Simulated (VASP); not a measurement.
**VASP 6.6.1, HSE06 single-point calculation, BN (rocksalt)**

INCAR, step 1 (PBE orbitals to start from)

```
LWAVE = .TRUE.
LREAL = .FALSE.
LASPH = .TRUE.
ISMEAR = 0
LCHARG = .FALSE.
NBANDS = 11
ENCUT = 520
NELM = 120
SIGMA = 0.01
GGA = PE
PREC = Accurate
EDIFF = 1E-5
```

INCAR, step 2

```
ENCUT = 520
SIGMA = 0.01
NBANDS = 11
LREAL = .FALSE.
HFSCREEN = 0.2079
LHFCALC = .TRUE.
EDIFF = 1E-7
LASPH = .TRUE.
LWAVE = .FALSE.
ISTART = 1
IBRION = -1
NELM = 120
GGA = PE
NSW = 0
PRECFOCK = Fast
PREC = Accurate
ALGO = Normal
AEXX = 0.25
LCHARG = .FALSE.
ISMEAR = 0
ISIF = 2
```

KPOINTS

```
KPOINTS created by Atomic Simulation Environment
0
Gamma
8 8 8
0 0 0
```

KPOINTS_OPT

```
special points
8
Reciprocal
0.0000000000 0.0000000000 0.0000000000 1
0.5000000000 0.0000000000 0.5000000000 1
0.6250000000 0.2500000000 0.6250000000 1
0.3750000000 0.3750000000 0.7500000000 1
0.5000000000 0.5000000000 0.5000000000 1
0.5000000000 0.2500000000 0.7500000000 1
0.0000000000 0.1666670000 -0.1679690000 1
0.0000000000 0.5000000000 0.5000000000 1
```

POSCAR

```
B  N
 1.0000000000000000
    -0.0000000000000000    1.7458259349545111    1.7458259349545111
     1.7458259349545111   -0.0000000000000000    1.7458259349545111
     1.7458259349545111    1.7458259349545111   -0.0000000000000000
 B   N
   1   1
Cartesian
 -0.0000000000000000 -0.0000000000000000 -0.0000000000000000
  1.7458259349545109  1.7458259349545109  1.7458259349545109
```

VASP ran with the recommended PBE PAW datasets (8 valence electrons in the cell).

Command

```
mpirun -np 1 vasp_std
```

From OUTCAR

```
k-points           NKPTS =     29   k-points in BZ     NKDIM =    512   number of bands    NBANDS=     11

   NELECT =       8.0000    total number of electrons

   dimension x,y,z NGX =    18 NGY =   18 NGZ =   18
   dimension x,y,z NGXF=    36 NGYF=   36 NGZF=   36

  energy-cutoff  :      520.00
  volume of cell :       10.64
      direct lattice vectors                 reciprocal lattice vectors
     0.000000000  1.745825935  1.745825935    -0.286397395  0.286397395  0.286397395
     1.745825935  0.000000000  1.745825935     0.286397395 -0.286397395  0.286397395
     1.745825935  1.745825935  0.000000000     0.286397395  0.286397395 -0.286397395

 k-points in reciprocal lattice and weights: KPOINTS created by Atomic Simulation Env
   0.00000000  0.00000000  0.00000000       0.002
   0.12500000  0.00000000  0.00000000       0.016
   0.25000000  0.00000000  0.00000000       0.016
   0.37500000  0.00000000  0.00000000       0.016
   0.50000000  0.00000000  0.00000000       0.008
   0.12500000  0.12500000  0.00000000       0.012
   0.25000000  0.12500000  0.00000000       0.047
   0.37500000  0.12500000  0.00000000       0.047
   ...

 E-fermi :   9.9167

 k-point     1 :       0.0000    0.0000    0.0000
  band No.  band energies     occupation
      1     -14.8535      2.00000
      2       8.7785      2.00000
      3       8.7785      2.00000
      4       8.7785      2.00000
      5      20.6959      0.00000
      6      23.9134      0.00000
      7      23.9134      0.00000
      8      23.9134      0.00000
      9      29.8539      0.00000
     10      29.8539      0.00000
     11      29.8539      0.00000

 k-point     2 :       0.1250    0.0000    0.0000
  band No.  band energies     occupation
      1     -14.3804      2.00000
      2       6.8306      2.00000
      3       8.7612      2.00000
      4       8.7612      2.00000
      5      21.0162      0.00000
      6      22.3597      0.00000
      7      22.3597      0.00000
      8      23.7132      0.00000
      9      29.0123      0.00000
     10      31.0064      0.00000
     11      31.0064      0.00000

 k-point     3 :       0.2500    0.0000    0.0000
  band No.  band energies     occupation
      1     -12.9917      2.00000
      2       2.6762      2.00000
      3       8.7979      2.00000
      4       8.7979      2.00000
      5      19.5304      0.00000
      6      19.5304      0.00000
      7      20.0431      0.00000
      8      24.6088      0.00000
      9      29.8121      0.00000
     10      34.1556      0.00000
     11      34.1556      0.00000

 k-point     4 :       0.3750    0.0000    0.0000
  band No.  band energies     occupation
      1     -10.8677      2.00000
      2      -1.6179      2.00000
      3       8.9705      2.00000
      4       8.9705      2.00000
      5      17.2312      0.00000
      6      17.2312      0.00000
      7      18.9268      0.00000
      8      25.4021      0.00000
      9      32.3802      0.00000
     10      38.8795      0.00000
     11      38.8795      0.00000

 k-point     5 :       0.5000    0.0000    0.0000
  band No.  band energies     occupation
      1      -9.2649      2.00000
      2      -4.0103      2.00000
      3       9.0983      2.00000
      4       9.0983      2.00000
      5      16.3368      0.00000
      6      16.3368      0.00000
      7      18.5243      0.00000
      8      25.6352      0.00000
      9      34.4585      0.00000
     10      40.1561      0.00000
     11      43.7781      0.00000

 k-point     6 :       0.1250    0.1250    0.0000
  band No.  band energies     occupation
      1     -14.2209      2.00000
      2       7.7666      2.00000
      3       7.7666      2.00000
      4       8.0463      2.00000
      5      19.9408      0.00000
      6      21.8274      0.00000
      7      23.9679      0.00000
      8      23.9679      0.00000
      9      26.5410      0.00000
     10      32.7404      0.00000
     11      32.7404      0.00000

 k-point     7 :       0.2500    0.1250    0.0000
  band No.  band energies     occupation
      1     -13.1296      2.00000
      2       4.3458      2.00000
      3       7.1036      2.00000
      4       8.4169      2.00000
      5      17.3114      0.00000
      6      21.8263      0.00000
      7      22.8250      0.00000
      8      24.4196      0.00000
      9      26.4305      0.00000
     10      35.2126      0.00000
     11      36.0451      0.00000

 k-point     8 :       0.3750    0.1250    0.0000
  band No.  band energies     occupation
      1     -11.2110      2.00000
      2       0.0483      2.00000
      3       7.0546      2.00000
      4       7.9396      2.00000
      5      15.8733      0.00000
      6      20.4738      0.00000
      7      20.7562      0.00000
      8      25.7088      0.00000
      9      28.7910      0.00000
     10      38.2402      0.00000
     11      40.6231      0.00000

 k-point     9 :       0.5000    0.1250    0.0000
  band No.  band energies     occupation
      1      -9.1083      2.00000
      2      -3.2985      2.00000
      3       6.8800      2.00000
      4       7.6899      2.00000
      5      15.8886      0.00000
      6      18.3635      0.00000
      7      20.3535      0.00000
      8      26.2350      0.00000
      9      32.5894      0.00000
     10      38.2558      0.00000
     11      43.7941      0.00000

 k-point    10 :      -0.3750    0.1250    0.0000
  band No.  band energies     occupation
      1      -9.7208      2.00000
      2      -2.4149      2.00000
      3       6.0118      2.00000
      4       8.8030      2.00000
      5      16.9276      0.00000
      6      17.1295      0.00000
      7      20.7950      0.00000
      8      26.0522      0.00000
      9      32.8629      0.00000
     10      38.6892      0.00000
     11      38.7911      0.00000

 k-point    11 :      -0.2500    0.1250    0.0000
  band No.  band energies     occupation
      1     -11.9359      2.00000
      2       1.5029      2.00000
      3       5.7727      2.00000
      4       9.6962      2.00000
      5      17.3783      0.00000
      6      18.6021      0.00000
      7      21.9687      0.00000
      8      25.0269      0.00000
      9      29.9981      0.00000
     10      34.1291      0.00000
     11      39.6052      0.00000

 k-point    12 :      -0.1250    0.1250    0.0000
  band No.  band energies     occupation
      1     -13.5988      2.00000
      2       5.3591      2.00000
      3       6.5982      2.00000
      4       9.6066      2.00000
      5      19.4530      0.00000
      6      20.4384      0.00000
      7      22.9199      0.00000
      8      23.7128      0.00000
      9      28.5567      0.00000
     10      31.4495      0.00000
     11      35.1390      0.00000

 k-point    13 :       0.2500    0.2500    0.0000
  band No.  band energies     occupation
      1     -12.3362      2.00000
      2       5.4120      2.00000
      3       5.7840      2.00000
      4       5.7840      2.00000
      5      14.9062      0.00000
      6      22.8453      0.00000
      7      24.3345      0.00000
      8      24.8000      0.00000
      9      24.8000      0.00000
     10      39.4913      0.00000
     11      39.4913      0.00000

 k-point    14 :       0.3750    0.2500    0.0000
  band No.  band energies     occupation
      1     -10.6743      2.00000
      2       1.8698      2.00000
      3       5.0423      2.00000
      4       5.2343      2.00000
      5      14.0598      0.00000
      6      22.5044      0.00000
      7      24.1210      0.00000
      8      24.8145      0.00000
      9      26.4507      0.00000
     10      42.5361      0.00000
     11      43.5250      0.00000

 k-point    15 :       0.5000    0.2500    0.0000
  band No.  band energies     occupation
      1      -8.4990      2.00000
      2      -1.5734      2.00000
      3       3.2639      2.00000
      4       5.5750      2.00000
      5      14.5683      0.00000
      6      22.0886      0.00000
      7      23.1981      0.00000
      8      26.7566      0.00000
      9      27.7523      0.00000
     10      39.5394      0.00000
     11      45.4574      0.00000

 k-point    16 :      -0.3750    0.2500    0.0000
  band No.  band energies     occupation
      1      -8.0145      2.00000
      2      -2.1178      2.00000
      3       1.9048      2.00000
      4       6.7766      2.00000
      5      15.5598      0.00000
      6      19.8718      0.00000
      7      23.7851      0.00000
      8      26.6155      0.00000
      9      32.2573      0.00000
     10      35.2646      0.00000
     11      40.3417      0.00000

 ...

  Total       -0.5395900     -0.5395900     -0.5395900      0.0000000      0.0000000      0.0000000
  in kB      -81.2347108    -81.2347108    -81.2347108      0.0000000      0.0000000      0.0000000
  external PRESSURE =     -81.2347108 kB  Pullay stress =       0.0000000 kB

 POSITION                                       TOTAL-FORCE (eV/Angst)
 -----------------------------------------------------------------------------------
      0.00000      0.00000      0.00000        -0.000000      0.000000     -0.000000
      1.74583      1.74583      1.74583         0.000000     -0.000000      0.000000
 -----------------------------------------------------------------------------------
    total drift:                                0.000000      0.000003      0.000003

  FREE ENERGIE OF THE ION-ELECTRON SYSTEM (eV)
  ---------------------------------------------------
  free  energy   TOTEN  =       -16.5830234663 eV

  energy  without entropy=      -16.5830234663  energy(sigma->0) =      -16.58302347
```

```yaml
gap_between_bands_v_and_c: 2.17 eV
least_direct_gap: 7.24 eV
pressure: -8.1 GPa
```

Band v is the last that the valence electrons fill when counted band by band, and c is the next.

The run (its last step) took about 7.8 min on one core of a shared host (Intel Xeon Platinum 8488C) and held 0.24 GiB at most.
